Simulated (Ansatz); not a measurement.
**Calculated quadrupolar parameters for SiO₂**

The cell is a computed structure from the Materials Project (it need not be an observed phase), atoms as given.

```cif
data_SiO2
_symmetry_space_group_name_H-M 'Cmce'
_symmetry_Int_Tables_number 64
_cell_length_a 9.0163
_cell_length_b 10.2546
_cell_length_c 8.9927
_cell_angle_alpha 90.000
_cell_angle_beta 90.000
_cell_angle_gamma 90.000
loop_
_atom_site_label
_atom_site_type_symbol
_atom_site_symmetry_multiplicity
_atom_site_Wyckoff_symbol
_atom_site_fract_x
_atom_site_fract_y
_atom_site_fract_z
Si Si 16 g 0.1731 0.8662 0.9095
O9 O 8 d 0.8078 0.0000 0.0000
O10 O 8 e 0.7500 0.1179 0.2500
O12 O 8 f 0.5000 0.1669 0.3870
O17 O 8 c 0.2500 0.2500 0.0000
```

One atom of each set is listed; the run and its k-mesh use a cell of 24 atoms with edges of 6.83, 6.83, 8.99 Å.

Level of theory: DFT, r2SCAN, plane waves and PAW (field gradients read without the response of the frozen cores, which leaves them typically 4 to 6 % off), scalar-relativistic, 500 eV cutoff, Γ-centred 3×3×3 k-points, Fermi–Dirac smearing 0.02 eV (Ansatz 0.2.0).

C_Q = eQV_zz/h, which is 24.18 MHz for Q = 1 b and V_zz = 10²¹ V/m²; η = (V_xx − V_yy)/V_zz.

¹⁷O: I = 5/2, Q = -25.58 mb. Quadrupole moments are those of Pyykkö's year-2017 table.

```tsv
site	atoms	first shell	V_zz (10²¹ V/m²)	η	C_Q (MHz)
Si	8	4 O at 1.60–1.61 Å	-0.38	0.99	–
O9	4	2 Si at 1.60 Å, angle 168°	10.32	0.04	-6.39
O10	4	2 Si at 1.60 Å, angle 168°	10.45	0.03	-6.46
O12	4	2 Si at 1.61 Å, angle 152°	9.83	0.12	-6.08
O17	4	2 Si at 1.60 Å, angle 180°	10.57	0.02	-6.54
```

At O9, O10 and O17 V_zz points along the line of its two bonds (within 1°) in each case. At O12 V_zz runs parallel to the line that joins its two neighbours (within 1°).

Si has no stable isotope with a ground-state quadrupole moment in the table, so no C_Q is given.

Where η is near 1 the sign of V_zz means little.
